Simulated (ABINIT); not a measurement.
The system is GaN.

```xyz
2
Lattice="0.0000 2.2535 2.2535 2.2535 0.0000 2.2535 2.2535 2.2535 0.0000" Properties=species:S:1:pos:R:3 pbc="T T T"
Ga    0.0000    0.0000    0.0000
N     1.1268    1.1268    1.1268
```

The cell is a database's computed one.

Base run:

- Program: ABINIT 10.8.3 (patched build)
- Functional: PW91
- Potentials or basis: PseudoDojo NC SR PBE v0.4.1 standard
- Cutoff: 1143 eV
- k mesh: 10 × 10 × 10
- Occupations: fermi-dirac, width 0.05 eV
- Spin: no spin polarisation

Its results: band gap on the k mesh 1.75 eV, direct; pressure 4.9 GPa.

Task: The run is repeated on the same cell with these changes: functional from PW91 to revPBE. What comes out?

Result: Band gap on the k mesh 1.84 eV, direct; pressure 8.2 GPa.

revPBE binds less tightly than PW91, so the same cell stands under more pressure.

Caveats: the potentials were made for another functional, which shifts forces and pressure.
